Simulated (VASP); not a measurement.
# CaF2 (Fluorite) (Fm-3m) in VASP: single point with LDA

Aim: the single point of CaF2 (Fluorite) with LDA.

Program: VASP 6.6.1. These are calculated values, not measurements. Logs are shortened: lines on timing, memory, paths and dates and some standing lists are left out, and cuts for length are marked.

## 1. The structure

The structure is cubic, space group Fm-3m (No. 225). The conventional cell has a = 5.462 Å, b = 5.462 Å, c = 5.462 Å, α = 90.00°, β = 90.00°, γ = 90.00°. Ca (site symmetry m-3m) is surrounded by 8 F at 2.37 Å. F (site symmetry -43m) has 4 Ca at 2.37 Å as nearest neighbours.

## 2. Single point, LDA

The input, INCAR:

```
SYSTEM = CaF2
PREC = Accurate
ENCUT = 520
EDIFF = 1E-6
ISMEAR = 0
SIGMA = 0.01
LREAL = .False.
LASPH = .True.
NELM = 100
ALGO = Normal
ISIF = 2
LWAVE = .False.
LCHARG = .False.
GGA = CA
NBANDS = 19
```

The input, KPOINTS:

```
Automatic mesh
0
Gamma
  3 3 3
  0 0 0
```

The input, POSCAR:

```
CaF2
1.0
    0.0000000000      2.7310000000      2.7310000000
    2.7310000000      0.0000000000      2.7310000000
    2.7310000000      2.7310000000      0.0000000000
Ca F
1 2
Direct
    0.0000000000      0.0000000000      0.0000000000
    0.2500000000      0.2500000000      0.2500000000
    0.7500000000      0.7500000000      0.7500000000
```

Potentials or basis: VASP PAW LDA potentials, release 64 (Ca_sv, F).

Command:

```
$ cat potpaw_LDA.64/Ca_sv/POTCAR potpaw_LDA.64/F/POTCAR > POTCAR
$ mpirun -np 1 vasp_std > vasp.out
```

OUTCAR:

```text
SYSTEM = CaF2
   PREC = Accurate
   ENCUT = 520
   EDIFF = 1E-6
   ISMEAR = 0
   LREAL = .False.
   LASPH = .True.
   NELM = 100
   ISIF = 2
   GGA = CA

 ion  position               nearest neighbor table
   1  0.000  0.000  0.000-   3 2.37   3 2.37   3 2.37   2 2.37   3 2.37   2 2.37   2 2.37   2 2.37

   2  0.250  0.250  0.250-   1 2.37   1 2.37   1 2.37   1 2.37
   3  0.750  0.750  0.750-   1 2.37   1 2.37   1 2.37   1 2.37

  LATTYP: Found a face centered cubic cell.
 ALAT       =     5.4620000000

  Lattice vectors:

 A1 = (   0.0000000000,   2.7310000000,   2.7310000000)
 A2 = (   2.7310000000,   0.0000000000,   2.7310000000)
 A3 = (   2.7310000000,   2.7310000000,   0.0000000000)

Analysis of symmetry for initial positions (statically):
=====================================================================
 Subroutine PRICEL returns:
 Original cell was already a primitive cell.

 Routine SETGRP: Setting up the symmetry group for a
 face centered cubic supercell.

 Subroutine GETGRP returns: Found 48 space group operations
 (whereof 48 operations were pure point group operations)
 out of a pool of 48 trial point group operations.

The static configuration has the point symmetry O_h .

Analysis of symmetry for dynamics (positions and initial velocities):
=====================================================================
 Subroutine PRICEL returns:
 Original cell was already a primitive cell.

 Routine SETGRP: Setting up the symmetry group for a
 face centered cubic supercell.

 Subroutine GETGRP returns: Found 48 space group operations
 (whereof 48 operations were pure point group operations)
 out of a pool of 48 trial point group operations.

The dynamic configuration has the point symmetry O_h .

 Subroutine INISYM returns: Found 48 space group operations
 (whereof 48 operations are pure point group operations),
 and found     1 'primitive' translations

----------------------------------------------------------------------------------------

                                     Primitive cell

  volume of cell :      40.7376

  direct lattice vectors                    reciprocal lattice vectors
     0.000000000  2.731000000  2.731000000    -0.183083120  0.183083120  0.183083120
     2.731000000  0.000000000  2.731000000     0.183083120 -0.183083120  0.183083120
     2.731000000  2.731000000  0.000000000     0.183083120  0.183083120 -0.183083120

  length of vectors
     3.862217239  3.862217239  3.862217239     0.317109265  0.317109265  0.317109265

  position of ions in fractional coordinates (direct lattice)
     0.000000000  0.000000000  0.000000000
     0.250000000  0.250000000  0.250000000
     0.750000000  0.750000000  0.750000000

  ion indices of the primitive-cell ions
   primitive index   ion index
                 1           1
                 2           2
                 3           3

----------------------------------------------------------------------------------------

 KPOINTS: Automatic mesh

Automatic generation of k-mesh.
 Grid dimensions read from file:
 generate k-points for:    3    3    3

 Generating k-lattice:

  Cartesian coordinates                     Fractional coordinates (reciprocal lattice)
    -0.061027707  0.061027707  0.061027707     0.333333333  0.000000000  0.000000000
     0.061027707 -0.061027707  0.061027707     0.000000000  0.333333333  0.000000000
     0.061027707  0.061027707 -0.061027707     0.000000000  0.000000000  0.333333333

  Length of vectors
     0.105703088  0.105703088  0.105703088

  Shift w.r.t. Gamma in fractional coordinates (k-lattice)
     0.000000000  0.000000000  0.000000000

 Subroutine IBZKPT returns following result:
 ===========================================

 Found      4 irreducible k-points:

 Following reciprocal coordinates:
            Coordinates               Weight
  0.000000  0.000000  0.000000      1.000000
  0.333333  0.000000  0.000000      8.000000
  0.333333  0.333333  0.000000      6.000000
 -0.333333  0.333333  0.000000     12.000000
   k-points           NKPTS =      4   k-points in BZ     NKDIM =      4   number of bands    NBANDS=     19
   number of dos      NEDOS =    301   number of ions     NIONS =      3
   total plane-waves  NPLWV =  27000
   dimension x,y,z NGX =    30 NGY =   30 NGZ =   30
   dimension x,y,z NGXF=    60 NGYF=   60 NGZF=   60
   ions per type =               1   2
   NGX,Y,Z   is equivalent  to a cutoff of  12.91, 12.91, 12.91 a.u.
   NGXF,Y,Z  is equivalent  to a cutoff of  25.83, 25.83, 25.83 a.u.
 SYSTEM =  CaF2
   PREC   = accura    normal or accurate (medium, high low for compatibility)
   ISTART =      0    job   : 0-new  1-cont  2-samecut
   ICHARG =      2    charge: 1-file 2-atom 10-const
   ISPIN  =      1    spin polarized calculation?
   LNONCOLLINEAR =      F non collinear calculations
   LSORBIT =      F    spin-orbit coupling
   LASPH  =      T    aspherical Exc in radial PAW
   ENCUT  =  520.0 eV  38.22 Ry    6.18 a.u.   7.18  7.18  7.18*2*pi/ulx,y,z
   NELM   =    100;   NELMIN=  2; NELMDL= -5     # of ELM steps
   EDIFF  = 0.1E-05   stopping-criterion for ELM
   LREAL  =      F    real-space projection
   EDIFFG = 0.1E-04   stopping-criterion for IOM
   NSW    =      0    number of steps for IOM
   IBRION =     -1    ionic relax: 0-MD 1-quasi-New 2-CG
   NFREE  =      0    steps in history (QN), initial steepest desc. (CG)
   ISIF   =      2    stress and relaxation
   ISYM   =      2    0-nonsym 1-usesym 2-fastsym
   POTIM  = 0.5000    time-step for ionic-motion
   TEBEG  =    0.0;   TEEND  =   0.0 temperature during run
   PSTRESS=    0.0 pullay stress
   NELECT =      24.0000    total number of electrons
   NUPDOWN=      -1.0000    fix difference up-down
   EMIN   =  10.00;   EMAX   =-10.00  energy-range for DOS
   EFERMI =   0.00;   METHOD = LEGACY
   ISMEAR =     0;   SIGMA  =   0.01  broadening in eV -4-tet -1-fermi 0-gaus
   EFERMI_NEDOS =   21; number of points for ismear=-14 and -15
   IALGO  =     38    algorithm
   IMIX   =      4    mixing-type and parameters
     AMIX     =   0.40;   BMIX     =  1.00
     AMIX_MAG =   1.60;   BMIX_MAG =  1.00
  volume/ion in A,a.u.               =      13.58        91.64
  Fermi-wavevector in a.u.,A,eV,Ry     =   1.372398  2.593457 25.626266  1.883477
  Thomas-Fermi vector in A             =   2.498009
   LORBIT       =      0    0 simple, 1 ext, 2 COOP (PROOUT), +10 PAW based schemes
   GGA     = CA    functional components
   LHFCALC =     F    Hartree Fock is set to
   AEXX    =    0.0000 exact exchange contribution
   IVDW    =     0    specifies the selected vdW correction
   LEPSILON=     F    determine dielectric tensor
   LRPA    =     F    only Hartree local field effects (RPA)
 non-spin polarized calculation
 Gauss-broadening in eV      SIGMA  =   0.01
  energy-cutoff  :      520.00
  volume of cell :       40.74
 maximum number of plane-waves:      1113
 NGX is ok and might be reduce to    30
   NGX = 15   NGY = 15   NGZ = 15

 number of electron      23.9999987 magnetization

 Free energy of the ion-electron system (eV)
  ---------------------------------------------------
  ext. energy  EPLUGINS =         0.00000000
  ---------------------------------------------------
  free energy    TOTEN  =       -18.95665283 eV

  energy without entropy =      -18.95665283  energy(sigma->0) =      -18.95665283

 E-fermi :  -1.4097     XC(G=0): -10.3717

 val. band max:       -1.5193811641   @ k =  -0.3333   0.3333   0.0000
 cond. band min:       5.5455267734   @ k =   0.0000   0.0000   0.0000
 fundamental gap:      7.0649079376
 Fermi energy:        -1.4096598252

 k-point     1 :       0.0000    0.0000    0.0000
  band No.  band energies     occupation
      1     -36.7920      2.00000
      2     -20.8866      2.00000
      3     -20.0683      2.00000
      4     -18.0334      2.00000
      5     -18.0334      2.00000
      6     -18.0334      2.00000
      7      -3.5294      2.00000
      8      -3.5294      2.00000
      9      -3.5294      2.00000
     10      -1.6180      2.00000
     11      -1.6180      2.00000
     12      -1.6180      2.00000
     13       5.5455      0.00000
     14       7.6722      0.00000
     15       7.6722      0.00000
     16       9.8355      0.00000
     17       9.8355      0.00000
     18       9.8355      0.00000
     19      15.1263      0.00000

 k-point     2 :       0.3333    0.0000    0.0000
  band No.  band energies     occupation
      1     -36.7641      2.00000
      2     -21.0441      2.00000
      3     -20.3720      2.00000
      4     -18.0677      2.00000
      5     -18.0677      2.00000
      6     -17.6229      2.00000
      7      -3.1132      2.00000
      8      -3.1132      2.00000
      9      -2.8708      2.00000
     10      -2.4435      2.00000
     11      -2.0273      2.00000
     12      -2.0273      2.00000
     13       7.4902      0.00000
     14       7.8412      0.00000
     15       7.8412      0.00000
     16       9.3055      0.00000
     17       9.6252      0.00000
     18       9.6252      0.00000
     19      12.4755      0.00000

 k-point     3 :       0.3333    0.3333    0.0000
  band No.  band energies     occupation
      1     -36.7549      2.00000
      2     -21.1832      2.00000
      3     -20.3128      2.00000
      4     -18.1192      2.00000
      5     -18.1192      2.00000
      6     -17.4732      2.00000
      7      -3.6222      2.00000
      8      -3.2021      2.00000
      9      -3.2021      2.00000
     10      -1.9786      2.00000
     11      -1.6556      2.00000
     12      -1.6556      2.00000
     13       6.8149      0.00000
     14       8.3778      0.00000
     15       8.6108      0.00000
     16       9.0007      0.00000
     17       9.5431      0.00000
     18       9.5431      0.00000
     19      14.7654      0.00000

 k-point     4 :      -0.3333    0.3333    0.0000
  band No.  band energies     occupation
      1     -36.7456      2.00000
      2     -20.9279      2.00000
      3     -20.8138      2.00000
      4     -18.1108      2.00000
      5     -17.7905      2.00000
      6     -17.5950      2.00000
      7      -3.7119      2.00000
      8      -3.1440      2.00000
      9      -2.7815      2.00000
     10      -2.2204      2.00000
     11      -1.9043      2.00000
     12      -1.5194      2.00000
     13       6.9108      0.00000
     14       8.1913      0.00000
     15       8.3721      0.00000
     16       8.7934      0.00000
     17       9.4905      0.00000
     18      11.7151      0.00000
     19      13.4128      0.00000

------------------------ aborting loop because EDIFF is reached ----------------------------------------

  FORCE on cell =-STRESS in cart. coord.  units (eV):
  Direction    XX          YY          ZZ          XY          YZ          ZX
  --------------------------------------------------------------------------------------
  -------------------------------------------------------------------------------------
  Total       -1.5309778     -1.5309778     -1.5309778      0.0000000     -0.0000000      0.0000000
  in kB      -60.2121857    -60.2121857    -60.2121857      0.0000000     -0.0000000      0.0000000
  external PRESSURE =     -60.2121857 kB  Pullay stress =       0.0000000 kB

 VOLUME and BASIS-vectors are now :
 -----------------------------------------------------------------------------
  energy-cutoff  :      520.00
  volume of cell :       40.74
      direct lattice vectors                 reciprocal lattice vectors
     0.000000000  2.731000000  2.731000000    -0.183083120  0.183083120  0.183083120
     2.731000000  0.000000000  2.731000000     0.183083120 -0.183083120  0.183083120
     2.731000000  2.731000000  0.000000000     0.183083120  0.183083120 -0.183083120

 POSITION                                       TOTAL-FORCE (eV/Angst)
 -----------------------------------------------------------------------------------
      0.00000      0.00000      0.00000         0.000000      0.000000      0.000000
      1.36550      1.36550      1.36550         0.000000      0.000000      0.000000
      4.09650      4.09650      4.09650        -0.000000     -0.000000     -0.000000
 -----------------------------------------------------------------------------------
    total drift:                                0.000000     -0.000000      0.000000

  FREE ENERGIE OF THE ION-ELECTRON SYSTEM (eV)
  ---------------------------------------------------
  free  energy   TOTEN  =       -18.9566528335 eV

  energy  without entropy=      -18.9566528335  energy(sigma->0) =      -18.95665283
```

Wall time 3.6 s (1 thread of Intel Xeon Platinum 8488C (Sapphire Rapids), shared host); peak memory 0.14 GiB.

What came out:

- Free energy: -18.9567 eV
- Pressure: -6.0 GPa
- Band gap on the k mesh: 7.06 eV, indirect (least direct gap 7.16 eV)

Caveat: the k mesh is coarse (spacing up to 0.66 Å⁻¹), so the values aren't converged; an odd mesh through Γ misses points on the zone boundary, where band edges often lie. Expect the measured gap to be larger: semilocal functionals such as LDA lack the derivative discontinuity.
